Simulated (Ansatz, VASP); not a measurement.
Ga in VASP and in Ansatz

File INCAR:

```
SYSTEM = Ga
PREC = Accurate
ENCUT = 520
EDIFF = 1E-7
ISMEAR = -1
SIGMA = 0.1
LREAL = .False.
LASPH = .True.
NELM = 80
ALGO = Normal
ISIF = 2
LWAVE = .False.
LCHARG = .False.
GGA = RE
NBANDS = 12
```

File KPOINTS:

```
Automatic mesh
0
Gamma
  13 13 13
  0 0 0
```

Contents of POSCAR:

```
Ga
1.0
    2.7130360389      0.0000000000      0.0000000000
    0.0000000000      2.7130360389      0.0000000000
    0.0000000000      0.0000000000      2.7130360389
Ga
1
Direct
    0.0000000000      0.0000000000      0.0000000000
```

Input for Ansatz:

```yaml
crystal:
  lattice:
    - [2.7130360389, 0.0, 0.0]
    - [0.0, 2.7130360389, 0.0]
    - [0.0, 0.0, 2.7130360389]
  atoms:
    - { symbol: Ga, position: [0.0, 0.0, 0.0] }
hamiltonian:
  xc: revpbe
  pseudopotentials:
    kind: paw
    azcp:
      Ga: "pseudopotentials/Ga.paw.azcp"
basis:
  ecutwfc: 420
  fft_grid_basis: typed
kpoints:
  mp_grid: { grid: [13, 13, 13], shift: [0, 0, 0] }
magnetization:
  spin_polarized: false
scf:
  occupations: { method: fermi_dirac, width: 0.1 }
  lower_state_search: "off"
output:
  stress: true
```

Alike in both runs: task single point; functional revPBE; k mesh 13 × 13 × 13; occupations fermi-dirac, width 0.1 eV; no spin polarisation.

```csv
,VASP,Ansatz
version,VASP 6.6.1,Ansatz 0.2.0
potentials or method,"VASP PAW PBE potentials, release 64 (Ga_d)","plane waves (420 eV) with PAW, scalar-relativistic"
plane-wave cutoff (eV),520,420
valence electrons in the cell,13,13
```

|  | VASP | Ansatz | Ansatz less VASP |
| --- | --- | --- | --- |
| pressure (GPa) | 1.8 | 1.7 | -0.15 |

Caveats: the PAW data sets were made with another functional, which shifts forces and pressure a little (VASP).
